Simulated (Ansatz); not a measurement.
# Vibrational response of RbBr at 2 GPa

Level of theory: Ansatz, DFT PBE, scalar-relativistic, plane waves, PAW. Plane waves to 420 eV; Γ-centred k mesh 6×6×6; fixed occupations. No spin polarisation. Phonons by linear response, acoustic sum rule imposed.

The cell, relaxed at 2 GPa:
```
CELL_PARAMETERS angstrom
4.04604 0.00000 0.00000
0.00000 4.04604 0.00000
0.00000 0.00000 4.04604
ATOMIC_POSITIONS crystal
Rb 0.00000 0.00000 0.00000
Br 0.50000 0.50000 0.50000
```

Question: Give the high-frequency dielectric tensor ε∞.

Answer:
```
2.98 0.00 0.00
0.00 2.98 0.00
0.00 0.00 2.98
```

Question: Give the Born effective charges.

Answer:
```csv
atom,Z*xx,Z*yy,Z*zz,mean
Rb (atom 1),1.23,1.23,1.23,1.23
Br (atom 2),-1.23,-1.23,-1.23,-1.23
```

Question: How large is the static dielectric tensor with the ions free to move, and what share of it is ionic?

Answer:
```
6.7 0.0 0.0
0.0 6.7 0.0
0.0 0.0 6.7
```
The ions give 55 % of its trace.

This CsCl-type form isn't the usual stable structure of the compound at low pressure.